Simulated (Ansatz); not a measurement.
## 33S NMR of the central transition in GaS at a changed volume

Cell: an entry of the Crystallography Open Database (COD), relaxed with PBE at fixed cell and then changed (volume scaled by 1.02, ions relaxed).

Space group P6_3/mmc (No. 194); a = 3.6087, c = 15.6027 Å, γ = 120.00°.

| site | Wyckoff | site symmetry | x | y | z |
| --- | --- | --- | --- | --- | --- |
| Ga | 4f | 3m. | 0.3333 | 0.6667 | 0.1714 |
| S | 4f | 3m. | 0.3333 | 0.6667 | 0.6021 |

One atom of each set is listed.

The numbers come from a DFT calculation in Ansatz (PBE, plane waves and PAW, scalar-relativistic, 420 eV cutoff, Γ-centred 14×14×3 k-points, Fermi–Dirac smearing 0.02 eV).

33S has I = 3/2 and Q = -69.40 mb (Pyykkö 2018); at 28.2 T its Larmor frequency is ν₀ = 92.3 MHz. Only the quadrupole interaction is simulated: positions count from each site's isotropic chemical shift, and shift anisotropy, dipolar and J coupling are left out.

**Question.** Simulate the second-order pattern (static powder, Gaussian broadening 5 kHz) of site S (3 Ga at 2.35 Å).

**Answer.** The calculation gives C_Q = 9.92 MHz and η = 0.00, so ν_Q = 4.96 MHz and the centre of gravity lies at -289 ppm (-26.7 kHz).

offset (kHz), height and a bar:
```
    -96.7          1 
    -90.0         85 #########################
    -83.3        100 ##############################
    -76.6         63 ###################
    -69.8         51 ###############
    -63.1         44 #############
    -56.4         40 ############
    -49.7         38 ###########
    -43.0         36 ###########
    -36.3         35 ##########
    -29.5         33 ##########
    -22.8         33 ##########
    -16.1         33 ##########
     -9.4         32 ##########
     -2.7         31 #########
      4.1         26 ########
     10.8         27 ########
     17.5         29 ########
     24.2         31 #########
     30.9         36 ###########
     37.6         44 #############
     44.4         71 #####################
     51.1         60 ##################
     57.8          1
```

An axis of threefold or higher order runs through S, so V_zz lies along it and η is zero.
